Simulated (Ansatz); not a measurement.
## Compressing KCl: a fit and a missing row

KCl, Fm-3m, a = 6.293 Å. Ansatz: r2SCAN, PAW, 500 eV, Γ-centred 6×6×6 mesh on 2 atoms, Gaussian smearing 0.02 eV; no spin polarisation. Symmetry fixes shape and atoms, so the cell is only scaled; pressure is positive in compression.

| V (Å³/atom) | P (GPa) |
| --- | --- |
| 27.413 | 3.36 |
| 28.347 | 2.28 |
| 29.282 | ? |
| 30.216 | 0.63 |
| 31.151 | 0.00 |
| 32.085 | -0.53 |
| 33.020 | -0.97 |
| 34.266 | -1.44 |

Problem. Take V0 = 31.151 Å³/atom, fit the third-order Birch–Murnaghan form to the other rows, and predict the missing pressure.

Solution. With the Eulerian strain f = ½[(V0/V)^(2/3) − 1] and y = P/[3f(1 + 2f)^(5/2)], the form is the line y = B0 + 1.5 B0 (B0′ − 4) f. Rows (f, y): 0.04448, 20.35; 0.03245, 20.01; 0.01026, 19.45; -0.00975, 19.03; -0.01905, 18.70; -0.03078, 18.28. Means f = 0.004602, y = 19.303; Σ(Δf)² = 0.004415, ΣΔfΔy = 0.1166; the slope is their ratio. y = 19.18 + 26.42 f GPa, so B0 = 19.2 GPa and B0′ = 4 + 2 × (26.42)/(3 × 19.18) = 4.92. At V = 29.282, f = 0.02106, y = 19.736 and P = 1.38 GPa. The run gave 1.38 GPa, the same to the digits shown.